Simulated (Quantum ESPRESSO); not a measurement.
Crystal: GaSb.

```
CELL_PARAMETERS angstrom
0.00000 3.05900 3.05900
3.05900 0.00000 3.05900
3.05900 3.05900 0.00000
ATOMIC_POSITIONS crystal
Sb 0.75000 0.75000 0.75000
Ga 0.00000 0.00000 0.00000
```

| Item | Value |
| --- | --- |
| Program | Quantum ESPRESSO 7.5 |
| Task | phonons |
| Functional | PBE |
| Potentials or basis | PseudoDojo 0.4.1 SR PBE standard |
| Cutoff | 1088 eV |
| Density cutoff | 4354 eV |
| k mesh | 8 × 8 × 8 |
| Occupations | methfessel-paxton, width 0.272 eV |
| Spin | no spin polarisation |
| Mixing beta | 0.5 |
| Most SCF iterations | 120 |
| SCF threshold | 4e-10 Ry |

The cell and the atoms were relaxed first, to 29.91 Å³/atom (a = 4.390 Å, b = 4.390 Å, c = 4.390 Å, α = 60.00°, β = 60.00°, γ = 60.00°), and the response was taken there.

Problem. Where do the zone-centre optical modes lie?

Solution. T2 at 208 cm⁻¹ (IR and Raman).

Optical modes at Γ, degenerate ones joined:
| cm⁻¹ | components | symmetry | active in |
| --- | --- | --- | --- |
| 208 | 3 | T2 | IR and Raman |
